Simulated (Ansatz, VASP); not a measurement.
**Sr in VASP and in Ansatz**

```xyz
4
Lattice="4.4003 0.0000 0.0000 -2.2002 3.8108 0.0000 0.0000 0.0000 14.4278" Properties=species:S:1:pos:R:3 pbc="T T T"
Sr    0.0000    0.0000    0.0000
Sr    0.0000    2.5405    3.6070
Sr    0.0000    0.0000    7.2139
Sr    2.2002    1.2703   10.8209
```

Alike in both runs: functional PBE; k mesh 12 × 12 × 4; occupations gaussian, width 0.1 eV; no spin polarisation.

Ansatz relaxed the structure, and its values are those at the end. VASP's run is a single point on that final structure, the one shown.

|  | VASP | Ansatz |
| --- | --- | --- |
| version | VASP 6.6.1 | Ansatz 0.2.0 |
| potentials or method | VASP PAW PBE potentials, release 64 (Sr_sv) | scalar-relativistic, plane waves, PAW |
| plane-wave cutoff (eV) | 520 | 420 |
| valence electrons in the cell | 40 | 40 |

```csv
,VASP,Ansatz,Ansatz less VASP
gap on the k mesh at the Fermi level (eV),none,none,-
pressure (GPa),-0.9,-0.9,0.00
```

A gap of «none» marks a metal or a gap that the smearing closes. The functional is the same, so the differences come from potentials, cutoffs and numerics.
